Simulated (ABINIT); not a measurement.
# TePb (Fm-3m): G0W0 in ABINIT against the screening cutoff in the self-energy, part 2 of 2

Aim: move the screening cutoff in the self-energy of a G0W0 run on TePb (Fm-3m) over a wide range.

ABINIT 10.8.3; PBE and many-body steps on it, plane waves. Known limits of the many-body steps: not at the basis limit; exchange with frozen shells missing; mesh may overstate the screening; no spin-orbit coupling; coarse k mesh.

So far. Step 5 (3.5 Ha): The gap on the mesh goes from 0.74 eV to 1.05 eV, a correction of +0.31 eV. Step 6 (5 Ha): Against the run before, the gap moves by +0.041 eV.

### 7. 7.5 Ha

Level of this step: G0W0 on PBE, plane waves, norm-conserving pseudopotentials (ABINIT).

Input file run.abi:

```
acell 3*1.0 Angstrom
rprim 
  -0.000000000000 3.231000000000 3.231000000000
  3.231000000000 0.000000000000 3.231000000000
  3.231000000000 3.231000000000 0.000000000000
ntypat 2
znucl 52 82
natom 2
typat 1 2
xred 
  0.500000000000 0.500000000000 0.500000000000
  0.000000000000 0.000000000000 0.000000000000
pp_dirpath "pseudos"
pseudos "Te.upf, Pb.upf"
ecut 34
ngkpt 4 4 4
nshiftk 1
shiftk 0 0 0
kptopt 1
chksymbreak 0
istwfk *1
occopt 1
irdwfk 1
optdriver 4
nband 448
gwcalctyp 0
ecutsigx 34
symsigma 1
nkptgw 2
kptgw 
  0.5000000000 0.0000000000 0.0000000000
  0.0000000000 0.0000000000 0.0000000000
bdgw 
  13 18
  13 18
ecuteps 7.5
irdscr 1
ppmodel 1
indata_prefix "in"
outdata_prefix "out"
tmpdata_prefix "tmp"
```

Launch:

```sh
> OMP_NUM_THREADS=1 mpirun -n 8 abinit run.abi > log
```

Log:

```text
.Version 10.8.3 of ABINIT. v10.8.2 released Aug 2026.

 Symmetries : space group Fm -3 m (#225); Bravais cF (face-center cubic)
[... echo of the input left out ...]
== DATASET  1 ==================================================================
-   mpi_nproc: 8, omp_nthreads: 1 (-1 if OMP is not activated)

--- !DatasetInfo
iteration_state: {dtset: 1, }
dimensions: {natom: 2, nkpt: 8, mband: 448, nsppol: 1, nspinor: 1, nspden: 1, mpw: 4338, }
cutoff_energies: {ecut:  34.0, pawecutdg:  -1.0, }
[...]
Band     E0 <VxcDFT>   SigX SigC(E0)      Z dSigC/dE  Sig(E)    E-E0       E
[...]
17   8.279 -10.803  -7.343  -4.256   0.782  -0.278 -11.426  -0.623   7.656
       18   8.279 -10.803  -7.343  -4.256   0.782  -0.278 -11.426  -0.623   7.656

== END DATASET(S) ==============================================================
================================================================================

 -outvars: echo values of variables after computation  --------
           etotal      0.0000000000E+00
            nband         448
             nkpt           8
          spgroup         225
 [... the other variables as echoed above ...]

 Calculation completed.
```

It took 63 s on 8 MPI ranks of Intel Xeon Platinum 8488C (Sapphire Rapids), shared host; peak memory 4.6 GiB; 8.4 min of CPU time.

This step gave:

```yaml
g0w0_gap_on_the_points_computed: 1.117 eV
starting_gap_on_the_mesh: 0.7358 eV
k_of_the_valence_top: 0.5, 0, 0
k_of_the_conduction_bottom: 0.5, 0, 0
least_direct_g0w0_gap_on_the_computed_points: 1.117 eV
```

Against the run before, the gap moves by +0.026 eV.

### 8. 10 Ha

run.abi, as its differences from that of step 7:

```diff
@@ -35,3 +35,3 @@
   13 18
-ecuteps 7.5
+ecuteps 10
 irdscr 1
```

Log:

```text
.Version 10.8.3 of ABINIT. v10.8.2 released Aug 2026.

 Symmetries : space group Fm -3 m (#225); Bravais cF (face-center cubic)
[... echo of the input left out ...]
== DATASET  1 ==================================================================
-   mpi_nproc: 8, omp_nthreads: 1 (-1 if OMP is not activated)

--- !DatasetInfo
iteration_state: {dtset: 1, }
dimensions: {natom: 2, nkpt: 8, mband: 448, nsppol: 1, nspinor: 1, nspden: 1, mpw: 4338, }
cutoff_energies: {ecut:  34.0, pawecutdg:  -1.0, }
[...]
Band     E0 <VxcDFT>   SigX SigC(E0)      Z dSigC/dE  Sig(E)    E-E0       E
[...]
17   8.279 -10.803  -7.343  -4.260   0.782  -0.279 -11.428  -0.625   7.654
       18   8.279 -10.803  -7.343  -4.260   0.782  -0.279 -11.428  -0.625   7.654

== END DATASET(S) ==============================================================
================================================================================

 -outvars: echo values of variables after computation  --------
           etotal      0.0000000000E+00
            nband         448
             nkpt           8
          spgroup         225
 [... the other variables as echoed above ...]

 Calculation completed.
```

It took 2.4 min on 8 MPI ranks; peak memory 5.8 GiB; 19 min of CPU time.

This step gave:

```yaml
g0w0_gap_on_the_points_computed: 1.126 eV
starting_gap_on_the_mesh: 0.7358 eV
k_of_the_valence_top: 0.5, 0, 0
k_of_the_conduction_bottom: 0.5, 0, 0
least_direct_g0w0_gap_on_the_computed_points: 1.126 eV
```

Against the run before, the gap moves by +0.009 eV.

### 9. Side by side

Times are wall times on 8 MPI ranks of Intel Xeon Platinum 8488C (Sapphire Rapids), shared host, good to a factor of about two. A run's time includes the screening step that it read.

```csv
run,mesh,bands,screening cutoff (eV),DFT gap (eV),gap on the mesh (eV),direct (eV),ε∞ used,time
1 Ha,4×4×4,448,27.2,0.736,0.801,0.801,38.74,4.3 min
2 Ha,4×4×4,448,54.4,0.736,0.957,0.957,38.74,4.3 min
3.5 Ha,4×4×4,448,95.2,0.736,1.050,1.050,38.74,4.4 min
5 Ha,4×4×4,448,136.1,0.736,1.091,1.091,38.74,4.6 min
7.5 Ha,4×4×4,448,204.1,0.736,1.117,1.117,38.74,5.3 min
10 Ha,4×4×4,448,272.1,0.736,1.126,1.126,38.74,6.6 min
```

### 10. What came out

| Property | Result |
| --- | --- |
| 1 Ha | 0.801 eV |
| 2 Ha | 0.957 eV |
| 3.5 Ha | 1.050 eV |
| 5 Ha | 1.091 eV |
| 7.5 Ha | 1.117 eV |
| 10 Ha | 1.126 eV |
| known limits | not at the basis limit; model gap, bands may invert with spin-orbit coupling; exchange with frozen shells missing; mesh may overstate the screening; no spin-orbit coupling; coarse k mesh |

In words: The setting moved: screening cutoff in the self-energy. From 1 Ha to 10 Ha the gap moves by +0.32 eV. It holds to 0.03 eV from 7.5 Ha on. Bands and screening cutoff are coupled, so a series along one setting does not show full convergence. Bands and cutoff are finite, so the gap is not at the basis limit. The miss can reach some tenths of an eV and take either sign; the mesh is an error of its own. In the G0W0 runs levels were corrected at 2 k points alone, so a gap called «on the mesh» is the least over those, and an edge elsewhere would be missed. The 4×4×4 mesh is coarse for this cell, which bears on the long-range parts of exchange and screening. Where an edge is built on 6p states of lead, bismuth or thallium, scalar-relativistic gaps usually stand too wide, by a few tenths to over one eV. With atoms this heavy and so narrow a gap, spin-orbit coupling can invert the bands. These scalar-relativistic gaps are then model values, not to be set against experiment, and a spin-orbit change taken from DFT can't simply be added. The norm-conserving file of at least one element keeps a d shell over frozen s and p shells of the same row. Exchange with those shells is missing from the self-energy, an error of 0.3 to 0.9 eV in cases checked, whose sign depends on which edge lies on those atoms. For the PBE start: The RPA ε∞ on this mesh reaches over 25; with a narrow direct gap a coarse mesh can overstate it, and the correction is then too small.

[Paths, hosts, dates, memory and timing lines, banners, echoed tables and standing remarks are left out of the program output.]

[Logs are printed without paths, hosts, clocks, repeated set-up lines and the standing remarks that a program may print on its own settings, such as how far it seeks lower states.]

[Runs of the session that timed out or met a known fault of the program may be left out.]

[Hosts, paths, dates, database ids (printed as entryN), source tags and the programs' standing remarks are cut or masked in the printed files.]

[G0W0 gaps are taken among the corrected bands and points alone; a level outside them can change the order at an edge.]

[Where Ansatz stands beside ABINIT at settings called matched, ABINIT's density can come from a denser mesh and the files from another edition; pairs whose starting gaps differed by over 0.03 eV were left out, so agreement reads better than it is.]
